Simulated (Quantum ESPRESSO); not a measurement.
BeS:

```
S Be
1.0
     0.00000    2.42500    2.42500
     2.42500    0.00000    2.42500
     2.42500    2.42500    0.00000
S Be
1 1
Cartesian
  3.6375 3.6375 3.6375
  0.0000 0.0000 0.0000
```

Program: Quantum ESPRESSO 7.5. Alike in all runs: no spin polarisation; cell as given; smearing fermi-dirac 0.05 eV.

Q: Order these runs on this cell by their pressure, lowest first.
A. level LDA; potentials or basis GBRV 1.5 LDA; k mesh 9 × 9 × 9; cutoff (eV) 612; form of the LDA correlation PZ81
B. level PBE; potentials or basis SG15 PBE 1.2; k mesh 6 × 6 × 6; cutoff (eV) 952
C. level PBEsol; potentials or basis GBRV 1.5 PBEsol; k mesh 9 × 9 × 9; cutoff (eV) 612

A: A (-3.2 GPa), C (-0.7 GPa), B (1.6 GPa).
